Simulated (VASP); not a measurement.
# HgSe (F-43m) in VASP: further runs, part 2 of 2

VASP 6.6.1. The steps go on from the part before.

## 4. Relaxation of cell and atoms, BLYP+D4

The input, INCAR:

```
SYSTEM = HgSe
PREC = Accurate
ENCUT = 600
EDIFF = 1E-6
ISMEAR = -1
SIGMA = 0.05
LREAL = .False.
LASPH = .True.
NELM = 100
ALGO = Fast
ISIF = 3
LWAVE = .False.
LCHARG = .False.
GGA = B5
ALDAX = 1.0
AGGAX = 1.0
AGGAC = 1.0
ALDAC = 0.0
IVDW = 13
VDW_S6 = 1.0
VDW_S8 = 2.34076671
VDW_A1 = 0.44488865
VDW_A2 = 4.0933009
IBRION = 2
NSW = 80
EDIFFG = -0.01
```

The input, KPOINTS:

```
Automatic mesh
0
Gamma
  8 8 8
  0 0 0
```

The input, POSCAR:

```
HgSe
1.0
    0.0000000000      3.0390000000      3.0390000000
    3.0390000000      0.0000000000      3.0390000000
    3.0390000000      3.0390000000      0.0000000000
Hg Se
1 1
Direct
    0.0000000000      0.0000000000      0.0000000000
    0.7500000000      0.7500000000      0.7500000000
```

Potentials or basis: VASP PAW PBE potentials, release 64 (Hg, Se).

Launch:

```console
> cat potpaw_PBE.64/Hg/POTCAR potpaw_PBE.64/Se/POTCAR > POTCAR
> mpirun -np 1 vasp_std > vasp.out
```

OUTCAR:

```text
SYSTEM = HgSe
   PREC = Accurate
   ENCUT = 600
   EDIFF = 1E-6
   ISMEAR = -1
   LREAL = .False.
   LASPH = .True.
   NELM = 100
   ISIF = 3
   GGA = B5
   IVDW = 13
   IBRION = 2
   NSW = 80
   EDIFFG = -0.01

 ion  position               nearest neighbor table
   1  0.000  0.000  0.000-   2 2.63   2 2.63   2 2.63   2 2.63
   2  0.750  0.750  0.750-   1 2.63   1 2.63   1 2.63   1 2.63

  LATTYP: Found a face centered cubic cell.
 ALAT       =     6.0780000000

  Lattice vectors:

 A1 = (   0.0000000000,   3.0390000000,   3.0390000000)
 A2 = (   3.0390000000,   0.0000000000,   3.0390000000)
 A3 = (   3.0390000000,   3.0390000000,   0.0000000000)

Analysis of symmetry for initial positions (statically):
=====================================================================
 Subroutine PRICEL returns:
 Original cell was already a primitive cell.

 Routine SETGRP: Setting up the symmetry group for a
 face centered cubic supercell.

[... 259 lines left out ...]

 E-fermi :   1.4587     XC(G=0):  -8.2054

 val. band max:        1.3934035476   @ k =   0.0000   0.0000   0.0000
 cond. band min:       1.9246964159   @ k =   0.1250   0.0000   0.0000
 fundamental gap:      0.5312928683
 Fermi energy:         1.4587063395

 k-point     1 :       0.0000    0.0000    0.0000
  band No.  band energies     occupation
      1     -11.5483      2.00000
      2      -5.3324      2.00000
      3      -5.3324      2.00000
      4      -5.3324      2.00000
      5      -4.7273      2.00000
      6      -4.7273      2.00000
      7       0.2932      2.00000
      8       1.3934      1.57371
      9       1.3934      1.57371
     10       1.3934      1.57370
     11       6.9943      0.00000
     12       6.9943      0.00000
     13       6.9943      0.00000
[... 354 lines left out ...]
  band No.  band energies     occupation
      1     -11.1004      2.00000
      2      -5.1413      2.00000
      3      -5.0991      2.00000
      4      -4.7625      2.00000
      5      -4.7089      2.00000
      6      -4.3990      2.00000
      7      -3.4029      2.00000
      8      -0.6411      2.00000
      9       0.1214      2.00000
     10       3.8592      0.00000
     11       6.8434      0.00000
     12       7.6343      0.00000
     13       9.0340      0.00000

 [... further k-points ...]

------------------------ aborting loop because EDIFF is reached ----------------------------------------

  DFT-D4 for vdW energy calculation

  Edisp (eV):   -1.18719
[... 25 lines left out ...]
  FREE ENERGIE OF THE ION-ELECTRON SYSTEM (eV)
  ---------------------------------------------------
  free  energy   TOTEN  =        -4.3208496488 eV

  energy  without entropy=       -4.3201743211  energy(sigma->0) =       -4.32051198

 reached required accuracy - stopping structural energy minimisation
```

OSZICAR:

```text
N       E                     dE             d eps       ncg     rms          rms(c)
DAV:   1     0.123827361928E+03    0.12383E+03   -0.94117E+03   754   0.139E+03
DAV:   2     0.206333068506E+01   -0.12176E+03   -0.11551E+03   849   0.294E+02
DAV:   3    -0.332997931289E+01   -0.53933E+01   -0.53690E+01   894   0.628E+01
[... 25 lines left out ...]
RMM:   4    -0.313378903628E+01    0.73548E-03   -0.64058E-03   754   0.801E-01    0.139E-01
RMM:   5    -0.313373165504E+01    0.57381E-04   -0.33613E-03   754   0.523E-01    0.182E-01
RMM:   6    -0.313366329212E+01    0.68363E-04   -0.51305E-04   754   0.270E-01    0.201E-02
RMM:   7    -0.313366031495E+01    0.29772E-05   -0.26913E-05   754   0.454E-02    0.175E-02
RMM:   8    -0.313366046941E+01   -0.15446E-06   -0.45341E-06   713   0.217E-02
   3 F= -.43208496E+01 E0= -.43205120E+01  d E =-.660397E-01
```

CONTCAR:

```text
HgSe
   1.00000000000000
    -0.0000000000000000    3.1252584732176847    3.1252584732176847
     3.1252584732176847   -0.0000000000000000    3.1252584732176847
     3.1252584732176847    3.1252584732176847    0.0000000000000000
  Hg              Se
     1     1
Direct
     0.0000000000000000    0.0000000000000000    0.0000000000000000
     0.7500000000000000    0.7500000000000000    0.7500000000000000

  0.00000000E+00  0.00000000E+00  0.00000000E+00
  0.00000000E+00  0.00000000E+00  0.00000000E+00
```

It took 80 s on 1 thread of Intel Xeon Platinum 8488C (Sapphire Rapids), shared host; peak memory 0.22 GiB.

Results:

```
Free energy                            : -4.3208 eV
Relaxed volume                         : 30.53 Å³/atom
Relaxed cell                           : a = 4.420 Å, b = 4.420 Å, c = 4.420 Å, α = 60.00°, β = 60.00°, γ = 60.00°
Space group after relaxing (to 0.05 Å) : F-43m (No. 216)
Energy gained by relaxing              : 33.0 meV/atom
Ionic steps                            : 3
Pressure after relaxing                : 0.0 GPa
Band gap on the k mesh                 : none (metal or under the smearing width)
Dispersion energy per atom             : -0.594 eV
```

The path:
```tsv
step	energy change (eV)	largest force (eV/Å)	pressure (GPa)	volume (Å³)
1	0.0000	0.0000	4.66	56.13
2	-0.0578	0.0000	-1.33	63.04
3	-0.0660	0.0000	-0.02	61.05
```

Final structure:
```cif
data_structure
_symmetry_space_group_name_H-M 'P 1'
_symmetry_Int_Tables_number 1
_cell_length_a 4.4198
_cell_length_b 4.4198
_cell_length_c 4.4198
_cell_angle_alpha 60.000
_cell_angle_beta 60.000
_cell_angle_gamma 60.000
_cell_volume 61.05
loop_
_atom_site_label
_atom_site_type_symbol
_atom_site_fract_x
_atom_site_fract_y
_atom_site_fract_z
_atom_site_occupancy
Hg1 Hg 0.00000 0.00000 0.00000 1
Se1 Se 0.75000 0.75000 0.75000 1
```

Levels at points of the mesh, in eV from the Fermi level:
```csv
k point,band 5,band 6,band 7,band 8,band 9,band 10,band 11,band 12,band 13
"(0.00, 0.00, 0.00)",-6.19,-6.19,-1.17,-0.07,-0.07,-0.07,5.54,5.54,5.54
"(0.50, 0.00, 0.00)",-6.15,-5.93,-5.02,-0.89,-0.89,1.01,6.24,6.24,6.76
"(0.50, 0.50, 0.00)",-6.10,-5.89,-4.77,-2.02,-2.02,2.61,3.17,8.29,9.34
```

Caveat: the PAW data sets were made with another functional, which shifts forces and pressure a little; pairwise dispersion overbinds metals, which lowers pressure and volume. Zero-point motion and thermal expansion aren't in these numbers.

## 5. Single point, PBEsol

The input, INCAR:

```
SYSTEM = HgSe
PREC     = Accurate       ! precision mode
ENCUT    = 520            ! plane-wave cutoff, eV
EDIFF    = 1E-7           ! SCF threshold, eV
ISMEAR   = 0              ! smearing method
SIGMA    = 0.1            ! smearing width, eV
LREAL    = .FALSE.        ! projectors in reciprocal space
LASPH    = .TRUE.         ! aspherical terms in the spheres
NELM     = 100            ! most SCF steps
ALGO     = Fast           ! electronic algorithm
ISIF     = 2              ! what is computed and relaxed
LWAVE    = .FALSE.        ! write WAVECAR
LCHARG   = .FALSE.        ! write CHGCAR
GGA      = PS             ! functional
NBANDS   = 16             ! bands
```

The input, KPOINTS:

```
regular mesh
0
G
  8 8 8
  0 0 0
```

POSCAR is that of step 4.

Potentials or basis: VASP PAW PBE potentials, release 64 (Hg, Se).

Launch:

```console
> cat potpaw_PBE.64/Hg/POTCAR potpaw_PBE.64/Se/POTCAR > POTCAR
> mpirun -np 1 vasp_std > vasp.out
```

OUTCAR:

```text
SYSTEM = HgSe
   PREC = Accurate
   ENCUT = 520
   EDIFF = 1E-7
   ISMEAR = 0
   LREAL = .FALSE.
   LASPH = .TRUE.
   NELM = 100
   ISIF = 2
   GGA = PS

 ion  position               nearest neighbor table
   1  0.000  0.000  0.000-   2 2.63   2 2.63   2 2.63   2 2.63
   2  0.750  0.750  0.750-   1 2.63   1 2.63   1 2.63   1 2.63

  LATTYP: Found a face centered cubic cell.
 ALAT       =     6.0780000000

  Lattice vectors:

 A1 = (   0.0000000000,   3.0390000000,   3.0390000000)
 A2 = (   3.0390000000,   0.0000000000,   3.0390000000)
 A3 = (   3.0390000000,   3.0390000000,   0.0000000000)

Analysis of symmetry for initial positions (statically):
=====================================================================
 Subroutine PRICEL returns:
 Original cell was already a primitive cell.

 Routine SETGRP: Setting up the symmetry group for a
 face centered cubic supercell.

 Subroutine GETGRP returns: Found 24 space group operations
 (whereof 24 operations were pure point group operations)
 out of a pool of 48 trial point group operations.

The static configuration has the point symmetry T_d .
[... 156 lines left out ...]
  ext. energy  EPLUGINS =         0.00000000
  ---------------------------------------------------
  free energy    TOTEN  =        -4.79853095 eV

  energy without entropy =       -4.79819640  energy(sigma->0) =       -4.79836368

 E-fermi :   1.6666     XC(G=0):  -9.2659

 val. band max:        1.6331466380   @ k =   0.0000   0.0000   0.0000
 cond. band min:       2.2074969784   @ k =   0.1250   0.0000   0.0000
 fundamental gap:      0.5743503404
 Fermi energy:         1.6665995413

 k-point     1 :       0.0000    0.0000    0.0000
  band No.  band energies     occupation
      1     -11.8774      2.00000
      2      -5.5569      2.00000
      3      -5.5569      2.00000
      4      -5.5569      2.00000
      5      -4.8011      2.00000
      6      -4.8011      2.00000
[... 433 lines left out ...]
      3      -5.2750      2.00000
      4      -4.8582      2.00000
      5      -4.7828      2.00000
      6      -4.4149      2.00000
[... 8 lines left out ...]
     15      12.9228      0.00000
     16      13.8182      0.00000

 [... further k-points ...]
[... 5 lines left out ...]
  --------------------------------------------------------------------------------------
  -------------------------------------------------------------------------------------
  Total        0.6440656      0.6440656      0.6440656     -0.0000000     -0.0000000      0.0000000
  in kB       18.3830937     18.3830937     18.3830937     -0.0000000     -0.0000000      0.0000000
  external PRESSURE =      18.3830937 kB  Pullay stress =       0.0000000 kB

 VOLUME and BASIS-vectors are now :
 -----------------------------------------------------------------------------
  energy-cutoff  :      520.00
  volume of cell :       56.13
      direct lattice vectors                 reciprocal lattice vectors
     0.000000000  3.039000000  3.039000000    -0.164527805  0.164527805  0.164527805
     3.039000000  0.000000000  3.039000000     0.164527805 -0.164527805  0.164527805
     3.039000000  3.039000000  0.000000000     0.164527805  0.164527805 -0.164527805

 POSITION                                       TOTAL-FORCE (eV/Angst)
 -----------------------------------------------------------------------------------
      0.00000      0.00000      0.00000        -0.000000     -0.000000     -0.000000
      4.55850      4.55850      4.55850         0.000000      0.000000      0.000000
 -----------------------------------------------------------------------------------
    total drift:                                0.000000      0.000000      0.000000

  FREE ENERGIE OF THE ION-ELECTRON SYSTEM (eV)
  ---------------------------------------------------
  free  energy   TOTEN  =        -4.7985309512 eV

  energy  without entropy=       -4.7981963994  energy(sigma->0) =       -4.79836368
```

OSZICAR:

```text
N       E                     dE             d eps       ncg     rms          rms(c)
DAV:   1     0.112545490396E+03    0.11255E+03   -0.84482E+03   928   0.101E+03
DAV:   2    -0.982578942354E+00   -0.11353E+03   -0.10601E+03  1048   0.243E+02
DAV:   3    -0.509640468176E+01   -0.41138E+01   -0.40997E+01  1152   0.474E+01
DAV:   4    -0.511339763311E+01   -0.16993E-01   -0.16992E-01  1144   0.306E+00
DAV:   5    -0.511348559387E+01   -0.87961E-04   -0.87960E-04  1160   0.198E-01    0.794E+00
RMM:   6    -0.481884464780E+01    0.29464E+00   -0.48833E-01   930   0.469E+00    0.632E+00
RMM:   7    -0.480178339261E+01    0.17061E-01   -0.69118E-02   969   0.135E+00    0.249E+00
RMM:   8    -0.479864196731E+01    0.31414E-02   -0.41866E-03  1033   0.612E-01    0.450E-01
RMM:   9    -0.479851831311E+01    0.12365E-03   -0.71696E-04  1049   0.205E-01    0.944E-02
RMM:  10    -0.479852815936E+01   -0.98463E-05   -0.33437E-05  1077   0.477E-02    0.644E-02
RMM:  11    -0.479853081207E+01   -0.26527E-05   -0.98435E-06  1059   0.275E-02    0.721E-03
RMM:  12    -0.479853100632E+01   -0.19425E-06   -0.10075E-06  1068   0.826E-03    0.149E-03
RMM:  13    -0.479853095123E+01    0.55088E-07   -0.21611E-07   866   0.329E-03
   1 F= -.47985310E+01 E0= -.47983637E+01  d E =-.334552E-03
```

stdout:

```text
POSCAR found type information on POSCAR HgSe
 POSCAR found :  2 types and       2 ions
 scaLAPACK will be used
 -----------------------------------------------------------------------------
|                                                                             |
|                                                                             |
|     You enforced a specific xc type in the INCAR file but a different       |
|     I HOPE YOU KNOW WHAT YOU ARE DOING!                                     |
|                                                                             |
 -----------------------------------------------------------------------------

 LDA part: xc-table for (Slater+PW92), standard interpolation
 POSCAR, INCAR and KPOINTS ok, starting setup
 FFT: planning ... GRIDC
 FFT: planning ... GRID_SOFT
 FFT: planning ... GRID
 WAVECAR not read
 entering main loop
```

It took 12 s on 1 thread of Intel Xeon Platinum 8488C (Sapphire Rapids), shared host; peak memory 0.18 GiB.

Results:

```yaml
Free_energy: -4.7985 eV
Pressure: 1.8 GPa
Band_gap_on_the_k_mesh: none (metal or under the smearing width)
```

Levels at points of the mesh, in eV from the Fermi level:
```tsv
k point	band 7	band 8	band 9	band 10	band 11	band 12
(0.00, 0.00, 0.00)	-1.07	-0.03	-0.03	-0.03	5.38	5.38
(0.50, 0.00, 0.00)	-5.63	-1.02	-1.02	1.00	6.14	6.14
(0.50, 0.50, 0.00)	-5.18	-2.37	-2.37	2.68	2.83	8.31
```

Caveat: the PAW data sets were made with another functional, which shifts forces and pressure a little. Spin-orbit coupling is left out, which matters for the levels of Hg.

## 6. The runs side by side

| task | level | cell | cutoff (eV) | smearing | gap on the mesh (eV) | pressure (GPa) | relaxed volume (Å³/atom) |
| --- | --- | --- | --- | --- | --- | --- | --- |
| relaxation of cell and atoms | BLYP | relaxed | 600 | fermi-dirac 0.05 eV | none | 0.0 | 33.28 |
| single point | BLYP+D4 | F-43m, 30.25 Å³/atom | 520 | fermi-dirac 0.05 eV | none | 0.4 | - |
| relaxation of cell and atoms | BLYP+D4 | relaxed | 600 | fermi-dirac 0.05 eV | none | 0.0 | 30.53 |
| single point | PBEsol | F-43m, 28.07 Å³/atom | 520 | gaussian 0.1 eV | none | 1.8 | - |

Alike in all rows: potentials or basis VASP PAW PBE potentials, release 64 (Hg, Se); no spin polarisation; k mesh 8 × 8 × 8.

Caveats: the PAW data sets were made with another functional, which shifts forces and pressure a little; pairwise dispersion overbinds metals, which lowers pressure and volume (some runs); the volume moved by over 15 % at a fixed basis, so the end points are rough (some runs); the volume moved by +19 % from the deposited cell, more than functionals usually miss (some runs).

Total energies depend on the potentials used, so only differences within one code and one set of settings carry meaning.
